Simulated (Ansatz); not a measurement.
Given:

SrF₂:
```cif
data_F2Sr
_chemical_formula_sum 'Sr1 F2'
_space_group_name_H-M_alt 'P 1'
_space_group_IT_number 1
_cell_length_a 4.00440
_cell_length_b 4.00440
_cell_length_c 4.00440
_cell_angle_alpha 60.000
_cell_angle_beta 60.000
_cell_angle_gamma 60.000
loop_
_space_group_symop_operation_xyz
  'x, y, z'
loop_
_atom_site_label
_atom_site_type_symbol
_atom_site_fract_x
_atom_site_fract_y
_atom_site_fract_z
_atom_site_occupancy
Sr1 Sr 0.00000 0.00000 0.00000 1
F1 F 0.25000 0.25000 0.25000 1
F2 F 0.75000 0.75000 0.75000 1
```

This is the LDA-relaxed structure.

Q: All from LDA (plane waves, PAW; program Ansatz), unless another level is named. Predict the Young's modulus.

A: 98.9 GPa.

Q: What about the zero-point energy?

A: 42.1 meV/atom.

Q: Next, the vibrational entropy at 300 K?

A: 26.3 J/(K·mol of atoms).

Space group Fm-3m (fluorite). The LDA relaxation kept the symmetry of its start; phonons on a q-mesh show no instability.

Potentials: the later of the program's two PAW sets.
